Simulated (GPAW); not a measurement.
Input of a GPAW 26.7.0 run:

File run.py:

```python
from ase import Atoms
from ase.dft.bandgap import bandgap
from ase.io import write
from ase.units import GPa
from gpaw import GPAW, PW, setup_paths

setup_paths.insert(0, '.')

atoms = Atoms(['W', 'W', 'S', 'S', 'S', 'S'],
              cell=[[3.18, 0.0, 0.0],
                    [-1.59, 2.753960784, 0.0],
                    [0.0, 0.0, 12.5]],
              scaled_positions=[[0.6666666667, 0.3333333333, 0.75],
                                [0.3333333333, 0.6666666667, 0.25],
                                [0.6666666667, 0.3333333333, 0.375],
                                [0.3333333333, 0.6666666667, 0.875],
                                [0.6666666667, 0.3333333333, 0.125],
                                [0.3333333333, 0.6666666667, 0.625]],
              pbc=True)

calc = GPAW(mode=PW(600),
            xc='LDA',
            kpts={'size': (6, 6, 2), 'gamma': True},
            occupations={'name': 'fermi-dirac', 'width': 0.05},
            setups={'S': 'jth', 'W': 'jth'},
            nbands=-20,
            convergence={'density': 1e-05, 'energy': 1e-05},
            maxiter=150,
            txt='gpaw.txt')
atoms.calc = calc
energy = atoms.get_potential_energy()
forces = atoms.get_forces()
stress = atoms.get_stress()
calc.write('gs.gpw')
write('result.traj', atoms)
print(f'Energy: {energy:.6f} eV')
print('Forces (eV/A):')
print(forces.round(4))
print('Stress (GPa):', (stress / GPa).round(3))
print('Fermi level:', round(calc.get_fermi_level(), 4), 'eV')
print(f'Gap: {bandgap(calc)[0]:.4f} eV, direct: {bandgap(calc, direct=True)[0]:.4f} eV')

path = atoms.cell.bandpath('GMKGALHA,LM,KH', npoints=60, eps=1e-4)
bs_calc = calc.fixed_density(kpts=path, symmetry='off', nbands=-36,
                             convergence={'bands': 'CBM+6.0', 'eigenstates': 1e-6}, txt='bands.txt')
bs = bs_calc.band_structure()
bs.write('bs.json')
print(f'Gap on the path: {bandgap(bs_calc)[0]:.4f} eV')
```

Potentials or basis: JTH PAW 2.0, LDA, pw.

Command:

```sh
$ OMP_NUM_THREADS=1 python run.py
```

What does it give for the pressure?

-6.1 GPa.

What does it give for the band gap along the path?

0.98 eV, indirect (least direct gap 1.72 eV).

Estimate the band gap on the k mesh.

0.98 eV, indirect (least direct gap 1.72 eV).

Predict the largest force.

0.397 eV/Å.

Forces on the atoms (eV/Å):
```
W    0.000  0.000  0.000
W    0.000  0.000  0.000
S    0.000  0.000 -0.396
S    0.000  0.000 -0.397
S    0.000  0.000  0.397
S    0.000  0.000  0.396
```

Caveat: the k mesh is coarse; the program truncates these outside data sets; spin-orbit coupling is left out, which moves the levels of the heavy elements. Expect the measured gap to be larger: semilocal functionals such as LDA lack the derivative discontinuity.
